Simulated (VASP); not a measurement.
Here is a VASP 6.6.1 calculation.

POSCAR

```
Te
1.0
    4.2369800000      0.0000000000      0.0000000000
   -2.1184900000      3.6693324000      0.0000000000
    0.0000000000      0.0000000000      6.0071918000
Te
3
Direct
    0.2920920000      0.0000000000      0.3333333000
    0.0000000000      0.2920921000      0.6666667000
    0.7079080000      0.7079081000      0.0000000000
```

INCAR.step1

```
  PREC = Accurate
  ENCUT = 300
  EDIFF = 1E-5
  ISMEAR = 0
  SIGMA = 0.01
  LREAL = False
  LASPH = True
  NELM = 60
  ALGO = Normal
  ISIF = 2
  LWAVE = True
  LCHARG = False
  MAGMOM = 0 0 0 0 0 0 0 0 0
  LORBIT = 11
  LSORBIT = True
  GGA_COMPAT = False
  NBANDS = 31
  GGA = PE
```

Contents of INCAR.step2:

```
  PREC = Accurate
  ENCUT = 300
  EDIFF = 1E-6
  ISMEAR = 0
  SIGMA = 0.01
  LREAL = False
  LASPH = True
  NELM = 60
  ALGO = Normal
  ISIF = 2
  LWAVE = False
  LCHARG = False
  MAGMOM = 0 0 0 0 0 0 0 0 0
  LORBIT = 11
  LSORBIT = True
  GGA_COMPAT = False
  GGA = PE
  LHFCALC = True
  HFSCREEN = 0.2
  PRECFOCK = Normal
  NBANDS = 31
  ISTART = 1
```

KPOINTS

```
regular mesh
0
Gamma
  3 3 2
```

Potentials or basis: VASP PAW PBE potentials, release 64 (Te).

Command:

```console
$ cat potpaw_PBE.64/Te/POTCAR > POTCAR
$ cp INCAR.step1 INCAR
$ mpirun -np 1 vasp_ncl > vasp.out
$ cp INCAR.step2 INCAR
$ mpirun -np 1 vasp_ncl > vasp.out
```

Q: Estimate the largest force.

A: 0.852 eV/Å.

Q: What does it give for the net moment?

A: 0.04 μB per cell.

Q: What does it give for the pressure?

A: 2.0 GPa.

Moments on the atoms (μB; x, y, z):
```
Te  0.00 0.00 0.00
Te  0.00 0.00 0.00
Te  0.00 0.00 0.00
```

Caveat: the k mesh is coarse (spacing up to 0.57 Å⁻¹), so the values aren't converged, least of all with exact exchange; the PAW data sets were made with another functional, which shifts forces and pressure a little.
